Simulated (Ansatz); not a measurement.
## Ni: band structure with PBE

Ni:

```xyz
2
Lattice="2.4480 0.0000 0.0000 -1.2240 2.1201 0.0000 0.0000 0.0000 4.0728" Properties=species:S:1:pos:R:3 pbc="T T T"
Ni    1.2240    0.7067    3.0546
Ni    0.0000    1.4134    1.0182
```

This isn't the form of Ni at room conditions, which is fcc.

| Item | Value |
| --- | --- |
| Program | Ansatz 0.2.0 |
| Task | band structure |
| Functional | PBE |
| Potentials or basis | all-electron LAPW, scalar-relativistic |
| Cutoff | 323 eV (chosen from the basis error) |
| Basis error allowed | 0.001 eV/atom |
| k mesh | 12 × 12 × 7 |
| Occupations | fermi-dirac, width 0.05 eV |
| Spin | collinear spin, ferromagnetic start |
| Starting moments | [1.0, 1.0] μB |

```
Pressure                : 7.3 GPa
Band gap along the path : none (metal or under the smearing width)
Net moment              : 1.30 μB per cell
Absolute moment         : 1.47 μB per cell
Site moments            : Ni +0.68 μB
```

Stress tensor (GPa, compression positive):
```
8.56 0.00 0.00
0.00 8.56 0.00
0.00 0.00 4.65
```

Levels at the corners of the path, in eV from the Fermi level:
Spin up:
```
point  band 15  band 16  band 17  band 18  band 19  band 20  band 21  band 22  band 23
    Γ    -2.20    -1.68    -1.68    -0.74    -0.74    -0.67     5.52    22.83    25.07
    M    -2.19    -0.62    -0.57    -0.50     1.16     3.11     9.31     9.86    12.43
    K    -1.93    -0.95    -0.95    -0.82     4.44     5.18     5.18    12.05    12.79
    Γ    -2.20    -1.68    -1.68    -0.74    -0.74    -0.67     5.52    22.83    25.07
    A    -2.49    -2.49    -1.04    -1.04    -1.04    -1.04    14.09    14.09    23.55
    L    -1.06    -1.06    -0.55    -0.55     1.38     1.38     6.95     6.95    18.58
    H    -1.81    -1.81    -0.73    -0.73     5.58     5.58     7.15     7.15     9.26
    A    -2.49    -2.49    -1.04    -1.04    -1.04    -1.04    14.09    14.09    23.55
```
Spin down:
| point | band 16 | band 17 | band 18 | band 19 | band 20 | band 21 |
| --- | --- | --- | --- | --- | --- | --- |
| Γ | -1.00 | -1.00 | -0.73 | -0.01 | -0.01 | 5.97 |
| M | 0.16 | 0.20 | 0.32 | 1.67 | 3.51 | 9.44 |
| K | -0.12 | -0.12 | -0.10 | 4.74 | 5.48 | 5.48 |
| Γ | -1.00 | -1.00 | -0.73 | -0.01 | -0.01 | 5.97 |
| A | -1.79 | -0.31 | -0.31 | -0.31 | -0.31 | 14.25 |
| L | -0.43 | 0.27 | 0.27 | 1.55 | 1.55 | 7.30 |
| H | -1.11 | 0.08 | 0.08 | 5.81 | 5.81 | 7.41 |
| A | -1.79 | -0.31 | -0.31 | -0.31 | -0.31 | 14.25 |

Run time: 21 s on 2 threads of Arm Neoverse V2, with other jobs on the host, peak memory 0.52 GiB.
